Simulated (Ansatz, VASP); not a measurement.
## C: VASP beside Ansatz

INCAR

```
  PREC = Accurate
  ENCUT = 520
  EDIFF = 1E-6
  ISMEAR = 0
  SIGMA = 0.01
  LREAL = False
  LASPH = True
  NELM = 80
  ALGO = Normal
  ISIF = 2
  LWAVE = False
  LCHARG = False
  GGA = PE
  IVDW = 12
  NBANDS = 11
```

File KPOINTS:

```
regular mesh
0
Gamma
  14 14 8
```

File POSCAR:

```
C
1.0
    2.1346751583     -1.2324617113     -0.0107915607
    2.1346751583      1.2324617113     -0.0107915607
   -1.4016068366      0.0000000000      3.3810743151
C
2
Direct
    0.8333715330      0.8333715330      0.0001140594
    0.1666284670      0.1666284670      0.9998859406
```

Input for Ansatz:

```yaml
crystal:
  lattice:
    - [2.1346751584, -1.2324617114, -0.010791562]
    - [2.1346751584, 1.2324617114, -0.010791562]
    - [-1.4016068388, 0.0, 3.3810743196]
  atoms:
    - { symbol: C, position: [0.833371533, 0.833371533, 0.0001140594] }
    - { symbol: C, position: [0.166628467, 0.166628467, 0.9998859406] }
basis:
  ecutwfc: 420
  xc_grid: 2
kpoints:
  mp_grid: { grid: [14, 14, 8] }
  band_path: { path: [VBM, CBM], npoints: 2 }
hamiltonian:
  xc: pbe
  dispersion: d3bj
scf:
  occupations: { method: gaussian, width: 0.01 }
output:
  forces: true
  stress: true
  eigenvalues: true
```

Alike in both runs: task single point; functional PBE; dispersion D3(BJ); k mesh 14 × 14 × 8; occupations gaussian, width 0.01 eV; no spin polarisation.

|  | VASP | Ansatz |
| --- | --- | --- |
| version | VASP 6.6.1 | Ansatz 0.2.0 |
| potentials or method | VASP PAW PBE potentials, release 64 (C) | scalar-relativistic, plane waves, PAW |
| plane-wave cutoff (eV) | 520 | 420 |
| valence electrons in the cell | 8 | 8 |

VASP gave:

| Quantity | Value |
| --- | --- |
| gap on the k mesh at the Fermi level (eV) | 0.69 |
| least direct gap on the mesh (eV) | 0.69 |
| pressure (GPa) | 0.4 |
| largest component of the traceless stress (GPa) | 0.54 |

Estimate Ansatz's values.

gap on the k mesh at the Fermi level (eV): 0.69; least direct gap on the mesh (eV): 0.69; pressure (GPa): 0.0; largest component of the traceless stress (GPa): 0.01.

Ansatz warned: «band_edges_overlap».
